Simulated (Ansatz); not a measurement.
# SiC₄: rattling a relaxed structure

The structure comes from a generated guess, relaxed at this level; another structure or a mixture of phases may lie lower.

All numbers below come from DFT PBE, scalar-relativistic, plane waves, PAW in Ansatz 0.2.0. Settings: cutoff 420 eV, Γ-centred mesh 20×20×20 on the computed 5-atom cell, Gaussian smearing of 0.10 eV; no spin polarisation.

The cell below (5 atoms, space group I4/mmm (No. 139)) is relaxed within its symmetry.

```yaml
crystal:
  lattice:
    - [-1.25659, 1.25659, 5.75925]
    - [1.25659, -1.25659, 5.75925]
    - [1.25659, 1.25659, -5.75925]
  atoms:
    - { symbol: Si, position: [0.00000, 0.00000, 0.00000] }
    - { symbol: C, position: [0.60259, 0.60259, 0.00000] }
    - { symbol: C, position: [0.27316, 0.27316, 0.00000] }
    - { symbol: C, position: [0.72684, 0.72684, 0.00000] }
    - { symbol: C, position: [0.39741, 0.39741, 0.00000] }
```

For the test a repeat of it with 10 atoms (edges 2.51, 5.03, 6.03 Å) was strained at random (σ = 1.5 % a component), the atoms were moved at random (σ = 0.05 Å), and all was relaxed again on a coarse 8×4×8 mesh (in the run’s order of axes) with 0.20 eV smearing, with no symmetry imposed.

Q: Is the structure stable against such a distortion?

A: It doesn't return. The energy falls by 1033 meV/atom on that mesh, the volume changes by 1.5 %, and the end has space group P-3m1 (No. 164) at a loose tolerance. Relaxed again on an 18×18×8 mesh with 0.10 eV smearing, the new structure lies 1036 meV/atom below the first (mesh in the axes of the run's cell; the cell below is made exact in the group named). Space group P-3m1 (No. 164), trigonal, a = 2.711 Å, c = 5.794 Å. Si is surrounded by 6 C at 1.94 Å; C on its first site is surrounded by 1 C at 1.46 Å and 3 Si at 1.94 Å; C on its second site is surrounded by 1 C at 1.46 Å and 3 C at 1.67 Å.

```
CELL_PARAMETERS angstrom
2.71070 0.00000 0.00000
-1.35535 2.34754 0.00000
0.00000 0.00000 5.79428
ATOMIC_POSITIONS crystal
Si 0.00000 0.00000 0.50000
C 0.33333 0.66667 0.69847
C 0.66667 0.33333 0.05020
C 0.33333 0.66667 0.94980
C 0.66667 0.33333 0.30153
```
